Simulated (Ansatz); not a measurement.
# ZrC (Fm-3m) in Ansatz: a series of runs

One crystal, ZrC, is run at these levels: PBE, BLYP+D4, PBEsol; tasks: single point, relaxation of cell and atoms.

Program: Ansatz 0.2.0. These are calculated values, not measurements. Logs are shortened: lines on timing, memory, paths and dates and some standing lists are left out, and cuts for length are marked.

## Step 1: The structure

Symmetry: Fm-3m, No. 225, cubic system. The conventional cell has a = 4.730 Å, b = 4.730 Å, c = 4.730 Å, α = 90.00°, β = 90.00°, γ = 90.00°. Zr (site symmetry m-3m) has 6 C at 2.37 Å as nearest neighbours. C (site symmetry m-3m) is surrounded by 6 Zr at 2.37 Å.

## Step 2: Single point, PBE

Contents of input.yaml:

```yaml
crystal:
  lattice:
    - [0.0, 2.365, 2.365]
    - [2.365, 0.0, 2.365]
    - [2.365, 2.365, 0.0]
  atoms:
    - { symbol: Zr, position: [0.5, 0.5, 0.5] }
    - { symbol: C, position: [0.0, 0.0, 0.0] }
kpoints:
  mp_grid: { grid: [10, 10, 10] }
scf:
  occupations: { method: gaussian, width: 0.015 }
hamiltonian:
  xc: pbe
  pseudopotentials: { kind: all_electron, lapw: { basis_error: 0.001 } }
output:
  forces: true
  stress: true
  eigenvalues: true
```

Potentials or basis: all-electron LAPW, scalar-relativistic.

On the command line:

```bash
$ ansatz run input.yaml --threads 1 --pin off --max-ram 3072MiB --backend cpu --events-out ev --progress --plain --runs-dir out
```

The program printed:

```text
Warning: RAYON_NUM_THREADS=1 ignored (pool sized by the plan → 1); use --threads N
LAPW: plane waves up to 8.166 Å⁻¹, error target 1.0e-3 eV per atom; small_component_spin mean_spin; C in spheres of 1.050 Å, 6 of its electrons in bands, Dirac shells []; Zr in spheres of 1.315 Å, 30 of its electrons in bands, Dirac shells [] (how accurate: hamiltonian.pseudopotentials.lapw.basis_error, Limitations)
Engine: ansatz 0.2.0, x86_64-unknown-linux-gnu
Pseudopotentials: kind: all_electron
Pseudopotential: Zr, LAPW, valence charge 30, lapw/all_electron/scalar/gaussian/Zr, Koelling and Harmon's equation, gaussian nucleus
Pseudopotential: C, LAPW, valence charge 6, lapw/all_electron/scalar/gaussian/C, Koelling and Harmon's equation, gaussian nucleus
Functional definition: PBE
  parameter kappa = 0.804
  parameter beta = 0.06672455060314922
  exchange = pbe_x(kappa = kappa, mu = beta*pi^2/3)
  correlation = pbe_c(beta = beta)
Crystal: 2 atoms, lattice volume = 26.456 Å³
Basis set: ecut = 254.07267822597996 eV, 259 PW (Γ), exchange–correlation at level 2
Bands: 22, of which v1, the nominal top of the filled ones, is band 18 counted from 1 (17 counted from 0)
Symmetry: 48 space group operations
Space group: Fm-3m (ITA 225), of the structure as read, at distance tolerance 3.0e-5 Å
k-points: 47 of 1000
Non-local potential: Zr, projectors of the file, none
Non-local potential: C, projectors of the file, none
Initial density: superposition of atomic densities (chi_scale 0.1, normalization cell, long waves kept (reshape's long-wave potential 0.00 eV rms))
Initial wavefunctions: plane waves of lowest kinetic energy (no species holds an atomic orbital)
Functional: x = pbe(κ = 0.804, μ = 0.2195149727645171), c = pbe(β = 0.06672455060314922)
iter 1 solved again at ethr=1.56e-2 eV; its pass at ethr=1.00e-1 eV (dr2=5.63e0 eV) is discarded
SCF iter   1: F=—  HF=-98967.563617 eV  |F-HF|=—  |Δ(HF+E_count)|=         —  Δρ=1.21e-1  dr2=5.63e0  ethr=1.56e-2  ⟨swp⟩=2.0  Hψ=6630  notcnv=0
preconditioner: auto → none  [insulator: Δε(μ)=0.065 eV  Ē_g=18.217 eV  σ=0.015 eV  W_gap=1.00  n_scr=14 (ndim 8)  ℏωp=27.0 eV  f_vac=0.000  D(μ)=0.01/eV (n_scr^D=0)  ε∞_Penn≈3.2]
SCF iter   2: F=—  HF=-98967.076562 eV  |F-HF|=—  |Δ(HF+E_count)|=   4.87e-1  Δρ=8.86e-2  dr2=2.86e0  ethr=1.56e-2  ⟨swp⟩=2.9  Hψ=3013  notcnv=0
iter 3 solved again at ethr=6.85e-5 eV; its pass at ethr=7.93e-3 eV (dr2=2.47e-2 eV) is discarded
SCF iter   3: F=—  HF=-98965.692068 eV  |F-HF|=—  |Δ(HF+E_count)|=    1.38e0  Δρ=1.08e-2  dr2=2.48e-2  ethr=6.85e-5  ⟨swp⟩=2.4  Hψ=5320  notcnv=0
SCF iter   4: F=—  HF=-98965.690009 eV  |F-HF|=—  |Δ(HF+E_count)|=         —  Δρ=3.67e-3  dr2=4.62e-3  ethr=6.85e-5  ⟨swp⟩=2.0  Hψ=3381  notcnv=0
the basis was enlarged: its passes take 200.0 KiB over the memory plan, 1 of 1 planned eigensolver slots
SCF iter   5: F=—  HF=-98965.689242 eV  |F-HF|=—  |Δ(HF+E_count)|=   7.68e-4  Δρ=1.35e-3  dr2=4.02e-4  ethr=1.28e-5  ⟨swp⟩=2.0  Hψ=3240  notcnv=0
SCF iter   6: F=—  HF=-98965.688375 eV  |F-HF|=—  |Δ(HF+E_count)|=   8.67e-4  Δρ=2.69e-4  dr2=1.83e-5  ethr=1.12e-6  ⟨swp⟩=2.7  Hψ=3294  notcnv=0
SCF iter   7: F=—  HF=-98965.688343 eV  |F-HF|=—  |Δ(HF+E_count)|=   3.26e-5  Δρ=8.15e-5  dr2=1.60e-6  ethr=5.07e-8  ⟨swp⟩=2.1  Hψ=3191  notcnv=0
SCF iter   8: F=-98965.688340 eV  HF=-98965.688340 eV  |F-HF|=5.84e-9  |Δ(HF+E_count)|=   2.59e-6  Δρ=3.79e-6  dr2=2.81e-9  ethr=4.45e-9  ⟨swp⟩=2.7  Hψ=3240  notcnv=0
SCF 1 converged in 8 iterations: F = -98965.688340 eV  dr2 = 2.81e-9
SCF converged after 8 iterations
Free energy (F): -98965.688340 eV
Harris-Foulkes:  -98965.688340 eV  (|F-HF|=5.84e-9)
Internal energy: -98965.688340 eV  (E = F + TS)
E sigma→0 (E₀):  -98965.688340 eV
Fermi energy:    16.161799 eV
--- Per-component energies (eV) ---
  E_band       = -4576.454253
  E_kinetic    = 102182.903651
  E_xc         = -3258.138797
  E_electrostatic = -197890.453194  (all electrons and nuclei)
  E_smearing   = -0.000000  (= −TS)
  E_closure    = 0.000000  (closes the sum)
  E_atoms      = -98947.444364  (free atoms, spherical and without spin; not in F)
  Σ components = -98965.688340   (vs F -98965.688340, Δ=0.00e0)
  Basis errors (estimates in eV, not in F): energy 3.4e-4 per atom: plane waves 3.0e-4 (1.7e-4 summed), levels above the bands 0.0e0, relativity 2.9e-8, radial functions 4.1e-5, core shells 1.4e-13; eigenvalues (radial functions only) 4.5e-6; not estimated: angular momenta, meshes, grids; target (lapw.basis_error) 1.0e-3; muffin-tin radii C 1.050 Å, Zr 1.315 Å
--- Forces (eV/Å), atoms counted from 1 ---
  atom   1  Zr    -0.00000000     0.00000000     0.00000000
  atom   2  C      0.00000000    -0.00000000    -0.00000000
  max |Σ_I F_I| component: 1.25e-30 eV/Å
--- Stress (GPa, compression-positive) ---
       -2.896844      -0.000000       0.000000
       -0.000000      -2.896844       0.000000
        0.000000       0.000000      -2.896844
  P = ⅓ Tr σ = -2.8968 GPa (-28.968 kbar)
--- Band table (eV; the first three rows and the last of 47) ---
  k-point 0: bands = ["-381.8722", "-294.7532", "-294.7532", "-294.7532", "-248.4763", "-151.9194", "-151.9194", "-151.9194", "-151.9068", "-151.9068", "-31.9980", "-9.7230", "-9.7230", "-9.7230", "4.9311", "17.1017", "17.1017", "17.1017", "17.2597", "17.2597", "17.2597", "18.9295"]
  k-point 1: bands = ["-381.8722", "-294.7532", "-294.7532", "-294.7532", "-248.4763", "-151.9194", "-151.9194", "-151.9194", "-151.9068", "-151.9068", "-31.9892", "-9.8045", "-9.7302", "-9.7302", "5.1496", "15.8166", "16.1094", "16.1094", "17.6233", "17.6233", "18.0520", "20.0154"]
  k-point 2: bands = ["-381.8722", "-294.7532", "-294.7532", "-294.7532", "-248.4763", "-151.9194", "-151.9194", "-151.9194", "-151.9068", "-151.9068", "-31.9661", "-10.0118", "-9.7490", "-9.7490", "5.7515", "14.2412", "14.9415", "14.9415", "18.2594", "18.2594", "18.6091", "21.8522"]
  k-point 46: bands = ["-381.8722", "-294.7532", "-294.7532", "-294.7532", "-248.4763", "-151.9194", "-151.9194", "-151.9194", "-151.9068", "-151.9068", "-31.8741", "-10.2654", "-10.1361", "-10.0072", "6.6951", "13.7843", "13.8652", "13.8760", "18.5496", "20.2086", "21.7100", "22.6246"]
```

Wall time 2.2 s (1 thread of AMD EPYC 9R45 (Zen 5), shared host); peak memory 0.33 GiB.

What came out:

```yaml
Free_energy: -98965.6883 eV
Pressure: -2.9 GPa
```

Levels at points of the mesh, in eV from the Fermi level:
```
             k point  band 14  band 15  band 16  band 17  band 18  band 19  band 20  band 21  band 22
  (0.00, 0.00, 0.00)   -25.88   -11.23     0.94     0.94     0.94     1.10     1.10     1.10     2.77
 (0.00, 0.00, -0.50)   -25.96    -8.25    -5.21    -2.86    -2.86     4.41     4.41     5.23     6.46
(0.00, -0.50, -0.50)   -26.15   -10.05    -2.08    -1.69     0.05     0.05     4.36     5.54     5.54
```

## Step 3: Relaxation of cell and atoms, BLYP+D4

Edit input.yaml of step 2 so:

```diff
@@ -11,5 +11,6 @@
 scf:
-  occupations: { method: gaussian, width: 0.015 }
+  occupations: { method: fermi_dirac, width: 0.05 }
 hamiltonian:
-  xc: pbe
+  xc: blyp
+  dispersion: d4
   pseudopotentials: { kind: all_electron, lapw: { basis_error: 0.001 } }
@@ -18,2 +19,5 @@
   stress: true
-  eigenvalues: true
+relax:
+  f_tol: 0.01
+  max_steps: 60
+  cell: {}
```

Potentials or basis: all-electron LAPW, scalar-relativistic.

On the command line:

```bash
$ ansatz run input.yaml --threads 1 --pin off --max-ram 3072MiB --backend cpu --events-out ev --progress --plain --runs-dir out
```

The program printed:

```text
Warning: RAYON_NUM_THREADS=1 ignored (pool sized by the plan → 1); use --threads N
The last accepted step is kept in <dir> (removed where the run ends without a failure and the disk answers)
LAPW: plane waves up to 8.379 Å⁻¹, error target 1.0e-3 eV per atom; small_component_spin mean_spin; C in spheres of 1.024 Å, 6 of its electrons in bands, Dirac shells []; Zr in spheres of 1.270 Å, 30 of its electrons in bands, Dirac shells [] (how accurate: hamiltonian.pseudopotentials.lapw.basis_error, Limitations)
[... 4 set-up lines as earlier in the session ...]
Functional definition: BLYP
  parameter beta = 0.0042
  parameter a = 0.04918
  parameter b = 0.132
  parameter c = 0.2533
  parameter d = 0.349
  exchange = b88_x(beta = beta)
  correlation = lyp_c(a = a, b = b, c = c, d = d)
Crystal: 2 atoms, lattice volume = 26.456 Å³
Basis set: ecut = 267.5159836303558 eV, 259 PW (Γ), exchange–correlation at level 2
Bands: 22, of which v1, the nominal top of the filled ones, is band 18 counted from 1 (17 counted from 0)
[... 2 set-up lines as earlier in the session ...]
k-points: 47 of 1000
[... 51 lines left out ...]
basis re-selected at this cell: Δ(F+E_penalty+E_count) = +8.178e-9 eV, ΔP = +0.000 GPa vs the last step (what re-selecting the basis moved, after the strain that the cell walked since its last selection, with what the two solves' SCF thresholds leave and, on support functions, any second-order correction that the steps lacked; it is no measure of the basis error at this ecutwfc). This SCF's stress stands 3.05e-2 GPa from its target on what of the cell is left free (relax.cell.stress_tol is 5.00e-2 GPa) and its largest allowed force component is 6.08e-31 eV/Å (relax.f_tol is 1.00e-2 eV/Å): within both
SCF converged after 2 iterations
Free energy (F): -98980.120964 eV
Harris-Foulkes:  -98980.120964 eV  (|F-HF|=6.55e-10)
Internal energy: -98980.118482 eV  (E = F + TS)
E sigma→0 (E₀):  -98980.119723 eV
Entropy (-TS):   -0.002483 eV (-1.241 meV/atom)
Fermi energy:    16.849276 eV
--- Per-component energies (eV) ---
  E_band       = -4554.525796
  E_kinetic    = 102208.719065
  E_xc         = -3272.795074
  E_electrostatic = -197915.122357  (all electrons and nuclei)
  E_disp       = -0.920116  (pairwise vdW)
  E_smearing   = -0.002483  (= −TS)
  E_closure    = 0.000000  (closes the sum)
  E_atoms      = -98962.785847  (free atoms, spherical and without spin; not in F)
  Σ components = -98980.120964   (vs F -98980.120964, Δ=0.00e0)
  Basis errors (estimates in eV, not in F): energy 4.6e-4 per atom: plane waves 4.2e-4 (2.5e-4 summed), levels above the bands 7.3e-27, relativity 1.4e-7, radial functions 4.0e-5, core shells 1.2e-13; eigenvalues (radial functions only) 2.4e-6; not estimated: angular momenta, meshes, grids; target (lapw.basis_error) 1.0e-3; muffin-tin radii C 1.021 Å, Zr 1.266 Å
--- Forces (eV/Å), atoms counted from 1 ---
  atom   1  Zr    -0.00000000     0.00000000     0.00000000
  atom   2  C      0.00000000    -0.00000000    -0.00000000
  max |Σ_I F_I| component: 8.87e-31 eV/Å
--- Stress (GPa, compression-positive) ---
       -0.030489      -0.000000       0.000000
       -0.000000      -0.030489      -0.000000
        0.000000      -0.000000      -0.030489
  P = ⅓ Tr σ = -0.0305 GPa (-0.305 kbar)
--- Relaxed structure (3 steps of the walk, 3 accepted, 1 SCFs on fresh bases) ---
  F+E_penalty+E_count = -98980.12096426 eV   max|allowed force component| = 6.081e-31 eV/Å   (the final SCF, on the basis selected at the relaxed cell)
  cell:  # Å, volume = 26.2013 Å³
    - [4.533929458982846e-34, 2.357385904884967, 2.357385904884967]
    - [2.357385904884967, -1.6305190505265886e-33, 2.357385904884967]
    - [2.357385904884967, 2.357385904884967, -1.177126104628304e-33]
  atoms:
    - { symbol: Zr, position: [0.5, 0.5, 0.5] }
    - { symbol: C, position: [-4.24138906006032e-37, -1.696555624018721e-36, -5.089666872058019e-36] }
```

Wall time 6 s (1 thread of AMD EPYC 9R45 (Zen 5), shared host); peak memory 0.34 GiB.

What came out:

```
Free energy                            : -98980.1210 eV
Relaxed volume                         : 13.10 Å³/atom
Relaxed cell                           : a = 3.334 Å, b = 3.334 Å, c = 3.334 Å, α = 60.00°, β = 60.00°, γ = 60.00°
Space group after relaxing (to 0.05 Å) : Fm-3m (No. 225)
Energy gained by relaxing              : 0.9 meV/atom
Ionic steps                            : 4
Pressure after relaxing                : 0.0 GPa
```

The path:
| step | energy change (eV) | largest force (eV/Å) | volume (Å³) |
| --- | --- | --- | --- |
| 1 | 0.0000 | 0.0000 | 26.46 |
| 2 | -0.0003 | 0.0000 | 25.97 |
| 3 | -0.0017 | 0.0000 | 26.20 |
| 4 | -0.0017 | 0.0000 | 26.20 |

Final structure:
```cif
data_structure
_symmetry_space_group_name_H-M 'P 1'
_symmetry_Int_Tables_number 1
_cell_length_a 3.3338
_cell_length_b 3.3338
_cell_length_c 3.3338
_cell_angle_alpha 60.000
_cell_angle_beta 60.000
_cell_angle_gamma 60.000
_cell_volume 26.20
loop_
_atom_site_label
_atom_site_type_symbol
_atom_site_fract_x
_atom_site_fract_y
_atom_site_fract_z
_atom_site_occupancy
Zr1 Zr 0.50000 0.50000 0.50000 1
C1 C 0.00000 0.00000 0.00000 1
```

## Step 4: Relaxation of cell and atoms, PBEsol

Edit input.yaml of step 3 so:

```diff
@@ -13,4 +13,3 @@
 hamiltonian:
-  xc: blyp
-  dispersion: d4
+  xc: pbesol
   pseudopotentials: { kind: all_electron, lapw: { basis_error: 0.001 } }
```

On the command line:

```bash
$ ansatz run input.yaml --threads 1 --pin off --max-ram 3072MiB --backend cpu --events-out ev --progress --plain --runs-dir out
```

Wall time 7.1 s (1 thread of AMD EPYC 9R45 (Zen 5), shared host); peak memory 0.34 GiB.

Results (log left out):

| Property | Result |
| --- | --- |
| Free energy | -98906.3928 eV |
| Relaxed volume | 12.73 Å³/atom |
| Relaxed cell | a = 3.302 Å, b = 3.302 Å, c = 3.302 Å, α = 60.00°, β = 60.00°, γ = 60.00° |
| Space group after relaxing (to 0.05 Å) | Fm-3m (No. 225) |
| Energy gained by relaxing | 13.7 meV/atom |
| Ionic steps | 5 |
| Pressure after relaxing | 0.0 GPa |

The path:
```csv
step,energy change (eV),largest force (eV/Å),volume (Å³)
1,0.0000,0.0000,26.46
2,-0.0004,0.0000,24.52
3,-0.0273,0.0000,25.51
4,-0.0274,0.0000,25.45
5,-0.0274,0.0000,25.45
```

Final structure:
```
Zr C
1.0
     0.00000    2.33467    2.33467
     2.33467    0.00000    2.33467
     2.33467    2.33467    0.00000
Zr C
1 1
Direct
  0.50000 0.50000 0.50000
  0.00000 0.00000 0.00000
```

## Step 5: Summary

| task | level | cell | cutoff (eV) | smearing | pressure (GPa) | relaxed volume (Å³/atom) |
| --- | --- | --- | --- | --- | --- | --- |
| single point | PBE | as given | 254 | gaussian 0.015 eV | -2.9 | - |
| relaxation of cell and atoms | BLYP+D4 | relaxed | - | fermi-dirac 0.05 eV | 0.0 | 13.10 |
| relaxation of cell and atoms | PBEsol | relaxed | - | fermi-dirac 0.05 eV | 0.0 | 12.73 |

Alike in all rows: potentials or basis all-electron LAPW, scalar-relativistic; no spin polarisation; k mesh 10 × 10 × 10; basis error allowed 0.001 eV/atom.

Compare energies only between runs with the same functional and basis.
